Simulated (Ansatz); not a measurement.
Program: Ansatz. Geometries: PBE0-D4/def2-TZVP. ΔE: electronic, gas phase. CBS: MP2 limit from def2 TZ/QZ plus the TZ coupled-cluster correction, frozen cores. This one scheme is used for every species. DFT in def2-TZVPP. Each species was taken in one conformer, which may not be the lowest.

Consider the ligand exchange at the Si–C bond: `N=C([SiH3])Cl` + `N=C(N)O` → `N=C(N)O[SiH3]` + `N=CCl`.

| species | B97M-V energy (Eh) |
| --- | --- |
| `N=C([SiH3])Cl` | -844.79248 |
| `N=C(N)O` | -225.30120 |
| `N=C(N)O[SiH3]` | -515.96078 |
| `N=CCl` | -554.16151 |

**Question.** Work out ΔE.

**Answer.** ΔE = (-515.96078) + (-554.16151) − (-844.79248) − (-225.30120) = -0.02861 Eh = -75.1 kJ/mol. CCSD(T)/CBS gives -73.8 kJ/mol.

Largest T1 diagnostic among the species: 0.013.

In def2-TZVPP, CCSD(T) changes the Hartree–Fock value by +15.8 kJ/mol (the triples alone add +3.4 kJ/mol) and MP2 by +14.6 kJ/mol. Leaving LDA and LC-ωPBE aside and taking each functional with its dispersion term where it has one, the values, not all of them listed here, spread over 22.4 kJ/mol, from BHLYP-D4 to revPBE-D4. LDA lies −4.3 kJ/mol from PBE without D4.
